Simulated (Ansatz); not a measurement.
Moving the dispersion correction in TiAl

The cell as given:

```
CELL_PARAMETERS angstrom
2.86726 0.00000 0.00000
-1.43363 2.48312 0.00000
0.00000 0.00000 4.67808
ATOMIC_POSITIONS crystal
Ti 0.00000 0.00000 0.00000
Al 0.33333 0.66667 0.50000
```

The cell comes from a database or a generator and needn't be the stable form of this composition.

Kept alike: task relaxation of cell and atoms; functional PBEsol; k mesh 11 × 11 × 6; occupations fermi-dirac, width 0.05 eV; no spin polarisation. Program: Ansatz, Ansatz PAW, cutoff 420 eV. The mesh is that of the run's cell of 2 atoms. No spin-orbit coupling.

| dispersion correction | volume (Å³/atom) | first edge of the run's cell (Å) | third edge of the run's cell (Å) |
| --- | --- | --- | --- |
| D3(BJ) | 15.549 | 2.804 | 4.568 |
| D3(BJ)-ATM | 15.662 | 2.812 | 4.575 |
| D4 | 16.006 | 2.836 | 4.596 |
| none | 16.233 | 2.851 | 4.613 |

The relaxations keep at least the cell's symmetry (P-6m2). For a metal such a mesh leaves the last digits unconverged. Relaxations stop with a little pressure left, so the last digits of a volume or edge aren't settled. All rows use potentials made for PBE.

The volume runs from 15.549 (D3(BJ)) to 16.233 Å³/atom (none). Against no correction: D3(BJ) -4.2 %; D3(BJ)-ATM -3.5 %; D4 -1.4 %. Dispersion terms mostly attract and so lower the volume; the schemes' coefficients and damping set how far. The first edge of the run's cell runs from 2.804 (D3(BJ)) to 2.851 Å (none). The third edge of the run's cell runs from 4.568 (D3(BJ)) to 4.613 Å (none).
